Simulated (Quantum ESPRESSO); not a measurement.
Crystal: Nb.

```
CELL_PARAMETERS angstrom
0.00000 2.11500 2.11500
2.11500 0.00000 2.11500
2.11500 2.11500 0.00000
ATOMIC_POSITIONS crystal
Nb 0.00000 0.00000 0.00000
```

This isn't the form of Nb at room conditions, which is bcc.

```yaml
Program: Quantum ESPRESSO 7.5
Task: relaxation of cell and atoms
Functional: PBEsol
Dispersion: D3
Potentials_or_basis: GBRV 1.5 PBEsol
Cutoff: 612 eV
Density_cutoff: 4898 eV
k_mesh: 11 × 11 × 11
Occupations: fermi-dirac, width 0.05 eV
Spin: no spin polarisation
```

At the start: pressure -11.2 GPa; volume 18.92 Å³/atom.

Task: How do energy, volume and symmetry change on relaxing?

Result: Over 3 steps the energy falls by 44.6 meV/atom and the volume is 17.63 Å³/atom (-6.8 %); space group Fm-3m (No. 225, to 0.05 Å).

The path:
```tsv
step	energy change (eV)	largest force (eV/Å)	pressure (GPa)	volume (Å³)
1	0.0000	0.0000	-11.19	18.92
2	-0.0434	0.0000	-2.34	17.88
3	-0.0446	0.0000	0.15	17.63
```

Final structure:
```
CELL_PARAMETERS angstrom
0.00000 2.06580 2.06580
2.06580 0.00000 2.06580
2.06580 2.06580 0.00000
ATOMIC_POSITIONS crystal
Nb 0.00000 0.00000 0.00000
```

Caveat: pairwise dispersion overbinds metals, which lowers pressure and volume.
